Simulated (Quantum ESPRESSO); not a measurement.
# NiO (Fm-3m) in Quantum ESPRESSO: notebook

The runs below take NiO through single point, equation of state, with PBEsol, PBE.

Everything below comes from runs of Quantum ESPRESSO 7.5. Logs are shortened: lines on timing, memory, paths and dates and some standing lists are left out, and cuts for length are marked.

## (1) The crystal as given

The structure is cubic, space group Fm-3m (No. 225). Conventional cell: a = 4.172 Å, b = 4.172 Å, c = 4.172 Å, α = 90.00°, β = 90.00°, γ = 90.00°. Around Ni (site symmetry m-3m) lie 6 O at 2.09 Å. O (site symmetry m-3m) is surrounded by 6 Ni at 2.09 Å.

## (2) Single point, PBEsol, collinear spin, ferromagnetic start, 8.53 Å³/atom

The input, pw.in:

```
&CONTROL
  calculation = 'scf'
  prefix = 'pwscf'
  outdir = './tmp'
  pseudo_dir = './pseudo'
  tprnfor = .true.
  tstress = .true.
  disk_io = 'nowf'
/
&SYSTEM
  ibrav = 0
  nat = 2
  ntyp = 2
  ecutwfc = 45
  ecutrho = 360
  nbnd = 22
  occupations = 'smearing'
  smearing = 'fd'
  degauss = 0.00367493
  nspin = 2
  starting_magnetization(1) = 0.0556
  starting_magnetization(2) = 0
/
&ELECTRONS
  conv_thr = 4d-10
  electron_maxstep = 120
  mixing_beta = 0.3
/
ATOMIC_SPECIES
Ni    58.6934 ni_pbesol_v1.4.uspp.F.UPF
O     15.9990 o_pbesol_v1.2.uspp.F.UPF
CELL_PARAMETERS angstrom
   0.0000000000    2.0433202721    2.0433202721
   2.0433202721    0.0000000000    2.0433202721
   2.0433202721    2.0433202721    0.0000000000
ATOMIC_POSITIONS crystal
Ni     0.0000000000    0.0000000000    0.0000000000
O      0.5000000000    0.5000000000    0.5000000000
K_POINTS automatic
11 11 11 0 0 0
```

Potentials or basis: GBRV 1.5 PBEsol.

Launch:

```bash
$ OMP_NUM_THREADS=1 mpirun -n 2 pw.x -nk 2 -in pw.in > pw.out
```

pw.out:

```text
This program is part of the open-source Quantum ESPRESSO suite
     for quantum simulation of materials; please cite
         "P. Giannozzi et al., J. Phys.:Condens. Matter 21 395502 (2009);
         "P. Giannozzi et al., J. Phys.:Condens. Matter 29 465901 (2017);
         "P. Giannozzi et al., J. Chem. Phys. 152 154105 (2020);
     in publications or presentations arising from this work. More details at

     Message from routine setup:
     using ibrav=0 with symmetry is DISCOURAGED, use correct ibrav instead

     K-points division:     npool     =       2
     Subspace diagonalization in iterative solution of the eigenvalue problem:
     a serial algorithm will be used

     G-vector sticks info
     --------------------
     sticks:   dense  smooth     PW     G-vecs:    dense   smooth      PW
     Sum         745     367    121                13323     4645     941

     Using Slab Decomposition

     bravais-lattice index     =            0
     lattice parameter (alat)  =       5.4607  a.u.
     unit-cell volume          =     115.1426 (a.u.)^3
     number of atoms/cell      =            2
     number of atomic types    =            2
     number of electrons       =        24.00
     number of Kohn-Sham states=           22
     kinetic-energy cutoff     =      45.0000  Ry
     charge density cutoff     =     360.0000  Ry
     scf convergence threshold =      4.0E-10
     mixing beta               =       0.3000
     number of iterations used =            8  plain     mixing
     Exchange-correlation= SLA  PW   PSX  PSC
                           (   1   4  10   8   0   0   0)

     celldm(1)=   5.460725  celldm(2)=   0.000000  celldm(3)=   0.000000
     celldm(4)=   0.000000  celldm(5)=   0.000000  celldm(6)=   0.000000

     crystal axes: (cart. coord. in units of alat)
               a(1) = (   0.000000   0.707107   0.707107 )
               a(2) = (   0.707107   0.000000   0.707107 )
               a(3) = (   0.707107   0.707107   0.000000 )

     reciprocal axes: (cart. coord. in units 2 pi/alat)
               b(1) = ( -0.707107  0.707107  0.707107 )
               b(2) = (  0.707107 -0.707107  0.707107 )
               b(3) = (  0.707107  0.707107 -0.707107 )

     PseudoPot. # 1 for Ni read from file:
     ni_pbesol_v1.4.uspp.F.UPF
     Pseudo is Ultrasoft + core correction, Zval = 18.0
     Generated by new atomic code, or converted to UPF format
     Using radial grid of  865 points,  6 beta functions with:
                l(1) =   0
                l(2) =   0
                l(3) =   1
                l(4) =   1
                l(5) =   2
                l(6) =   2
     Q(r) pseudized with 10 coefficients,  rinner =    0.980   0.980   0.980
                                                       0.980   0.980

     PseudoPot. # 2 for O  read from file:
     o_pbesol_v1.2.uspp.F.UPF
     Pseudo is Ultrasoft + core correction, Zval =  6.0
     Generated by new atomic code, or converted to UPF format
     Using radial grid of  737 points,  5 beta functions with:
                l(1) =   0
                l(2) =   0
                l(3) =   1
                l(4) =   1
                l(5) =   2
     Q(r) pseudized with  8 coefficients,  rinner =    0.900   0.900   0.900
                                                       0.900   0.900

     atomic species   valence    mass     pseudopotential
     Ni               18.00    58.69340     Ni( 1.00)
     O                 6.00    15.99900     O ( 1.00)

     Starting magnetic structure
     atomic species   magnetization
     Ni              0.056
     O               0.000

     48 Sym. Ops., with inversion, found

   Cartesian axes

     site n.     atom                  positions (alat units)
         1        Ni     tau(   1) = (   0.0000000   0.0000000   0.0000000  )
         2        O      tau(   2) = (   0.7071068   0.7071068   0.7071068  )

     number of k points=    56  Fermi-Dirac smearing, width (Ry)=  0.0037
                       cart. coord. in units 2pi/alat
        k(    1) = (   0.0000000   0.0000000   0.0000000), wk =   0.0007513
        k(    2) = (   0.0642824   0.0642824  -0.0642824), wk =   0.0060105
        k(    3) = (   0.1285649   0.1285649  -0.1285649), wk =   0.0060105
        k(    4) = (   0.1928473   0.1928473  -0.1928473), wk =   0.0060105
        k(    5) = (   0.2571297   0.2571297  -0.2571297), wk =   0.0060105
        k(    6) = (   0.3214122   0.3214122  -0.3214122), wk =   0.0060105
[... 48 lines left out ...]
        k(   55) = (  -0.0642824  -0.4499770   0.7071068), wk =   0.0180316
        k(   56) = (   0.0000000  -0.3856946   0.6428243), wk =   0.0180316

     Dense  grid:    13323 G-vectors     FFT dimensions: (  36,  36,  36)

     Smooth grid:     4645 G-vectors     FFT dimensions: (  24,  24,  24)

     Check: negative core charge=   -0.000006
     Generating pointlists ...
     new r_m :   0.2917 (alat units)  1.5928 (a.u.) for type    1
     new r_m :   0.2917 (alat units)  1.5928 (a.u.) for type    2

     Initial potential from superposition of free atoms

     starting charge      22.0000, renormalised to      24.0000
     Starting wfcs are   17 randomized atomic wfcs +    5 random wfcs

     Self-consistent Calculation

     iteration #  1     ecut=    45.00 Ry     beta= 0.30
     Davidson diagonalization with overlap
     ethr =  1.00E-02,  avg # of iterations =  5.9

     total energy              =    -365.60987786 Ry
     estimated scf accuracy    <      32.00780344 Ry

     total magnetization       =     0.61 Bohr mag/cell
     absolute magnetization    =     0.61 Bohr mag/cell

     iteration #  2     ecut=    45.00 Ry     beta= 0.30
     Davidson diagonalization with overlap
     ethr =  1.00E-02,  avg # of iterations =  3.0

     total energy              =    -374.17782117 Ry
     estimated scf accuracy    <      11.93705286 Ry

     total magnetization       =     0.04 Bohr mag/cell
     absolute magnetization    =     0.06 Bohr mag/cell

     iteration #  3     ecut=    45.00 Ry     beta= 0.30
     Davidson diagonalization with overlap
     ethr =  1.00E-02,  avg # of iterations =  2.0

     total energy              =    -375.19871913 Ry
     estimated scf accuracy    <       0.22987909 Ry

     total magnetization       =     0.38 Bohr mag/cell
     absolute magnetization    =     0.39 Bohr mag/cell

     iteration #  4     ecut=    45.00 Ry     beta= 0.30
     Davidson diagonalization with overlap
     ethr =  9.58E-04,  avg # of iterations =  1.4

     total energy              =    -375.23377202 Ry
     estimated scf accuracy    <       0.03309052 Ry

     total magnetization       =     0.50 Bohr mag/cell
     absolute magnetization    =     0.51 Bohr mag/cell

     iteration #  5     ecut=    45.00 Ry     beta= 0.30
     Davidson diagonalization with overlap
     ethr =  1.38E-04,  avg # of iterations =  2.3

     total energy              =    -375.23737685 Ry
     estimated scf accuracy    <       0.05043564 Ry

     total magnetization       =     0.40 Bohr mag/cell
     absolute magnetization    =     0.41 Bohr mag/cell

     iteration #  6     ecut=    45.00 Ry     beta= 0.30
     Davidson diagonalization with overlap
     ethr =  1.38E-04,  avg # of iterations =  1.1

     total energy              =    -375.24377815 Ry
     estimated scf accuracy    <       0.00010900 Ry

     total magnetization       =     0.43 Bohr mag/cell
     absolute magnetization    =     0.43 Bohr mag/cell

     iteration #  7     ecut=    45.00 Ry     beta= 0.30
     Davidson diagonalization with overlap
     ethr =  4.54E-07,  avg # of iterations =  3.7

     total energy              =    -375.24375811 Ry
     estimated scf accuracy    <       0.00026771 Ry

     total magnetization       =     0.41 Bohr mag/cell
     absolute magnetization    =     0.42 Bohr mag/cell

     iteration #  8     ecut=    45.00 Ry     beta= 0.30
     Davidson diagonalization with overlap
     ethr =  4.54E-07,  avg # of iterations =  2.0

     total energy              =    -375.24383160 Ry
     estimated scf accuracy    <       0.00022369 Ry

     total magnetization       =     0.39 Bohr mag/cell
     absolute magnetization    =     0.39 Bohr mag/cell

     iteration #  9     ecut=    45.00 Ry     beta= 0.30
     Davidson diagonalization with overlap
     ethr =  4.54E-07,  avg # of iterations =  1.1

     total energy              =    -375.24382925 Ry
     estimated scf accuracy    <       0.00002886 Ry

     total magnetization       =     0.38 Bohr mag/cell
     absolute magnetization    =     0.38 Bohr mag/cell

     iteration # 10     ecut=    45.00 Ry     beta= 0.30
     Davidson diagonalization with overlap
     ethr =  1.20E-07,  avg # of iterations =  2.0

     total energy              =    -375.24383163 Ry
     estimated scf accuracy    <       0.00009942 Ry

     total magnetization       =     0.36 Bohr mag/cell
     absolute magnetization    =     0.36 Bohr mag/cell

     iteration # 11     ecut=    45.00 Ry     beta= 0.30
     Davidson diagonalization with overlap
     ethr =  1.20E-07,  avg # of iterations =  2.0

     total energy              =    -375.24385686 Ry
     estimated scf accuracy    <       0.00001310 Ry

     total magnetization       =     0.37 Bohr mag/cell
     absolute magnetization    =     0.37 Bohr mag/cell

     iteration # 12     ecut=    45.00 Ry     beta= 0.30
     Davidson diagonalization with overlap
     ethr =  5.46E-08,  avg # of iterations =  1.0

     total energy              =    -375.24385785 Ry
     estimated scf accuracy    <       0.00000027 Ry

     total magnetization       =     0.36 Bohr mag/cell
     absolute magnetization    =     0.36 Bohr mag/cell

     iteration # 13     ecut=    45.00 Ry     beta= 0.30
     Davidson diagonalization with overlap
     ethr =  1.11E-09,  avg # of iterations =  2.0

     total energy              =    -375.24385853 Ry
     estimated scf accuracy    <       0.00000019 Ry

     total magnetization       =     0.36 Bohr mag/cell
     absolute magnetization    =     0.36 Bohr mag/cell

     iteration # 14     ecut=    45.00 Ry     beta= 0.30
     Davidson diagonalization with overlap
     ethr =  8.08E-10,  avg # of iterations =  1.5

     total energy              =    -375.24385874 Ry
     estimated scf accuracy    <          5.3E-09 Ry

     total magnetization       =     0.36 Bohr mag/cell
     absolute magnetization    =     0.36 Bohr mag/cell

     iteration # 15     ecut=    45.00 Ry     beta= 0.30
     Davidson diagonalization with overlap
     ethr =  2.20E-11,  avg # of iterations =  1.0

     Magnetic moment per site  (integrated on atomic sphere of radius R)
     atom   1 (R=0.292)  charge= 15.6406  magn=  0.3033
     atom   2 (R=0.292)  charge=  5.5545  magn=  0.0454

     End of self-consistent calculation

     Number of k-points >= 100: set verbosity='high' to print the bands.

     the Fermi energy is    15.5102 ev

!    total energy              =    -375.24385874 Ry
     estimated scf accuracy    <          1.1E-10 Ry
     smearing contrib. (-TS)   =      -0.00080221 Ry
     internal energy E=F+TS    =    -375.24305653 Ry

     The total energy is F=E-TS. E is the sum of the following terms:
     one-electron contribution =    -208.59974902 Ry
     hartree contribution      =     119.99216955 Ry
     xc contribution           =     -42.42692267 Ry
     ewald contribution        =    -244.20855438 Ry

     total magnetization       =     0.36 Bohr mag/cell
     absolute magnetization    =     0.36 Bohr mag/cell

     convergence has been achieved in  15 iterations

     Forces acting on atoms (cartesian axes, Ry/au):

     atom    1 type  1   force =     0.00000000    0.00000000    0.00000000
     atom    2 type  2   force =     0.00000000   -0.00000000    0.00000000

     Total force =     0.000000     Total SCF correction =     0.000000

     Computing stress (Cartesian axis) and pressure

          total   stress  (Ry/bohr**3)                   (kbar)     P=       16.27
   0.00011062  -0.00000000  -0.00000000           16.27       -0.00       -0.00
  -0.00000000   0.00011062   0.00000000           -0.00       16.27        0.00
  -0.00000000   0.00000000   0.00011062           -0.00        0.00       16.27

=------------------------------------------------------------------------------=
   JOB DONE.
=------------------------------------------------------------------------------=
```

It took 17 s on 2 MPI ranks of Arm Neoverse V2, shared host; peak memory 0.16 GiB.

Results:

- Free energy: -5105.4528 eV
- Pressure: 1.6 GPa
- Band gap on the k mesh: none (metal or under the smearing width)
- Net moment: 0.36 μB per cell
- Absolute moment: 0.36 μB per cell
- Site moments: Ni +0.30; O +0.05 μB
- Valence electrons inside the program's atomic spheres: Ni 15.64; O 5.55

Caveat: semilocal functionals often make such compounds metallic where correlation or magnetic order opens a gap, which also shifts bond lengths.

## (3) Single point, PBEsol, collinear spin, ferromagnetic start, 8.71 Å³/atom

Edit pw.in of step 2 so:

```diff
@@ -32,5 +32,5 @@
 CELL_PARAMETERS angstrom
-   0.0000000000    2.0433202721    2.0433202721
-   2.0433202721    0.0000000000    2.0433202721
-   2.0433202721    2.0433202721    0.0000000000
+   0.0000000000    2.0577103256    2.0577103256
+   2.0577103256    0.0000000000    2.0577103256
+   2.0577103256    2.0577103256    0.0000000000
 ATOMIC_POSITIONS crystal
```

Potentials or basis: GBRV 1.5 PBEsol.

Launch:

```bash
$ OMP_NUM_THREADS=1 mpirun -n 2 pw.x -nk 2 -in pw.in > pw.out
```

Wall time 18 s (2 MPI ranks of Arm Neoverse V2, shared host); peak memory 0.16 GiB.

The run converged. Its results:

```
Free energy                                           : -5105.4514 eV
Pressure                                              : -3.3 GPa
Band gap on the k mesh                                : none (metal or under the smearing width)
Net moment                                            : 0.37 μB per cell
Absolute moment                                       : 0.37 μB per cell
Site moments                                          : Ni +0.31; O +0.05 μB
Valence electrons inside the program's atomic spheres : Ni 15.66; O 5.57
```

Caveat: semilocal functionals often make such compounds metallic where correlation or magnetic order opens a gap, which also shifts bond lengths.

## (4) Single point, PBEsol, collinear spin, ferromagnetic start, 8.89 Å³/atom

Edit pw.in of step 3 so:

```diff
@@ -32,5 +32,5 @@
 CELL_PARAMETERS angstrom
-   0.0000000000    2.0577103256    2.0577103256
-   2.0577103256    0.0000000000    2.0577103256
-   2.0577103256    2.0577103256    0.0000000000
+   0.0000000000    2.0719018797    2.0719018797
+   2.0719018797    0.0000000000    2.0719018797
+   2.0719018797    2.0719018797    0.0000000000
 ATOMIC_POSITIONS crystal
```

Launch:

```bash
$ OMP_NUM_THREADS=1 mpirun -n 2 pw.x -nk 2 -in pw.in > pw.out
```

Run time: 18 s. Hardware: 2 MPI ranks of Arm Neoverse V2, shared host; peak memory 0.16 GiB.

The run converged. Its results:

| Item | Value |
| --- | --- |
| Free energy | -5105.4395 eV |
| Pressure | -7.7 GPa |
| Band gap on the k mesh | none (metal or under the smearing width) |
| Net moment | 0.38 μB per cell |
| Absolute moment | 0.38 μB per cell |
| Site moments | Ni +0.32; O +0.05 μB |
| Valence electrons inside the program's atomic spheres | Ni 15.69; O 5.59 |

Caveat: semilocal functionals often make such compounds metallic where correlation or magnetic order opens a gap, which also shifts bond lengths.

## (5) Single point, PBEsol, collinear spin, ferromagnetic start, 9.08 Å³/atom

Edit pw.in of step 4 so:

```diff
@@ -32,5 +32,5 @@
 CELL_PARAMETERS angstrom
-   0.0000000000    2.0719018797    2.0719018797
-   2.0719018797    0.0000000000    2.0719018797
-   2.0719018797    2.0719018797    0.0000000000
+   0.0000000000    2.0859016414    2.0859016414
+   2.0859016414    0.0000000000    2.0859016414
+   2.0859016414    2.0859016414    0.0000000000
 ATOMIC_POSITIONS crystal
```

Launch:

```bash
$ OMP_NUM_THREADS=1 mpirun -n 2 pw.x -nk 2 -in pw.in > pw.out
```

Wall time 22 s (2 MPI ranks of Arm Neoverse V2, shared host); peak memory 0.16 GiB.

It converged, with:

| Quantity | Value |
| --- | --- |
| Free energy | -5105.4184 eV |
| Pressure | -11.5 GPa |
| Band gap on the k mesh | none (metal or under the smearing width) |
| Net moment | 0.39 μB per cell |
| Absolute moment | 0.39 μB per cell |
| Site moments | Ni +0.33; O +0.05 μB |
| Valence electrons inside the program's atomic spheres | Ni 15.71; O 5.60 |

Caveat: semilocal functionals often make such compounds metallic where correlation or magnetic order opens a gap, which also shifts bond lengths.

## (6) Single point, PBEsol, collinear spin, ferromagnetic start, 9.26 Å³/atom

Edit pw.in of step 5 so:

```diff
@@ -32,5 +32,5 @@
 CELL_PARAMETERS angstrom
-   0.0000000000    2.0859016414    2.0859016414
-   2.0859016414    0.0000000000    2.0859016414
-   2.0859016414    2.0859016414    0.0000000000
+   0.0000000000    2.0997159621    2.0997159621
+   2.0997159621    0.0000000000    2.0997159621
+   2.0997159621    2.0997159621    0.0000000000
 ATOMIC_POSITIONS crystal
```

Potentials or basis: GBRV 1.5 PBEsol.

Launch:

```bash
$ OMP_NUM_THREADS=1 mpirun -n 2 pw.x -nk 2 -in pw.in > pw.out
```

It took 22 s on 2 MPI ranks of Arm Neoverse V2, shared host; peak memory 0.16 GiB.

It converged, with:

| Item | Value |
| --- | --- |
| Free energy | -5105.3889 eV |
| Pressure | -14.9 GPa |
| Band gap on the k mesh | none (metal or under the smearing width) |
| Net moment | 0.41 μB per cell |
| Absolute moment | 0.42 μB per cell |
| Site moments | Ni +0.35; O +0.05 μB |
| Valence electrons inside the program's atomic spheres | Ni 15.73; O 5.61 |

Caveat: a cell with one magnetic atom can't hold antiferromagnetic order, which such compounds often take; semilocal functionals often make such compounds metallic where correlation or magnetic order opens a gap, which also shifts bond lengths.

## (7) Single point, PBEsol, collinear spin, ferromagnetic start, 9.44 Å³/atom

Edit pw.in of step 6 so:

```diff
@@ -32,5 +32,5 @@
 CELL_PARAMETERS angstrom
-   0.0000000000    2.0997159621    2.0997159621
-   2.0997159621    0.0000000000    2.0997159621
-   2.0997159621    2.0997159621    0.0000000000
+   0.0000000000    2.1133508634    2.1133508634
+   2.1133508634    0.0000000000    2.1133508634
+   2.1133508634    2.1133508634    0.0000000000
 ATOMIC_POSITIONS crystal
```

Launch:

```bash
$ OMP_NUM_THREADS=1 mpirun -n 2 pw.x -nk 2 -in pw.in > pw.out
```

It took 24 s on 2 MPI ranks of Arm Neoverse V2, shared host; peak memory 0.18 GiB.

It converged, with:

- Free energy: -5105.3523 eV
- Pressure: -17.6 GPa
- Band gap on the k mesh: none (metal or under the smearing width)
- Net moment: 0.55 μB per cell
- Absolute moment: 0.55 μB per cell
- Site moments: Ni +0.47; O +0.07 μB
- Valence electrons inside the program's atomic spheres: Ni 15.75; O 5.63

Caveat: a cell with one magnetic atom can't hold antiferromagnetic order, which such compounds often take; semilocal functionals often make such compounds metallic where correlation or magnetic order opens a gap, which also shifts bond lengths.

## (8) Equation of state, PBEsol, collinear spin, ferromagnetic start

Potentials or basis: GBRV 1.5 PBEsol.

This step only gathers the single runs of the series.

What came out:

```yaml
Equilibrium_volume: 8.60 Å³/atom
Bulk_modulus: 237 GPa
Pressure_derivative_of_the_bulk_modulus: 4.8
```

Energy against volume, from the lowest point:
| volume (Å³/atom) | energy (meV/atom) |
| --- | --- |
| 8.531 | 0.00 |
| 8.713 | 0.68 |
| 8.894 | 6.64 |
| 9.076 | 17.21 |
| 9.257 | 31.92 |
| 9.439 | 50.25 |

(Continued in part 2 of 2.)
